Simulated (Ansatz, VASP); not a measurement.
Two plane-wave programs on Ni

```
Ni
1.0
     0.01574    1.75269    1.75780
     1.76490    0.01212    1.76143
     1.73441    1.72582    0.04261
Ni
1
Cartesian
  0.0000 0.0000 0.0000
```

Change from the starting cell: cell strained at random at fixed volume.

Alike in both runs: functional LDA; k mesh 10 × 10 × 10; occupations gaussian, width 0.01 eV; collinear spin; Hubbard terms Ni d U = 4.0 eV.

|  | VASP | Ansatz |
| --- | --- | --- |
| version | VASP 6.6.1 | Ansatz 0.2.0 |
| potentials or method | VASP PAW LDA potentials, release 64 (Ni) | Ansatz PAW |
| plane-wave cutoff (eV) | 520 | 420 |
| valence electrons in the cell | 10 | 18 |
| task | single point | atomic charges |

|  | VASP | Ansatz | Ansatz less VASP |
| --- | --- | --- | --- |
| gap on the k mesh at the Fermi level (eV) | none | none | - |
| pressure (GPa) | -18.2 | -8.9 | +9.28 |
| largest component of the traceless stress (GPa) | 2.06 | 2.38 | +0.322 |
| net moment per atom (μB) | 0.73 | 0.68 | -0.046 |
| size of the moment on the site where the two differ most (μB) | 0.74 | 0.73 | -0.019 |

Site moments also hang on the region over which each program counts them. The programs project onto different local orbitals, so the same U acts differently. A gap of «none» marks a metal or a gap that the smearing closes. The two sets of potentials don't hold the same shells in valence.

Caveats: the U is typed as a test and isn't derived for this compound; the magnetic or orbital state may not be the lowest (Ansatz); the PAW data sets come from PBE, with cores solved anew for the run's functional, which leaves a small shift of forces and pressure (Ansatz). The state reached can hang on the start; a lower one may exist.
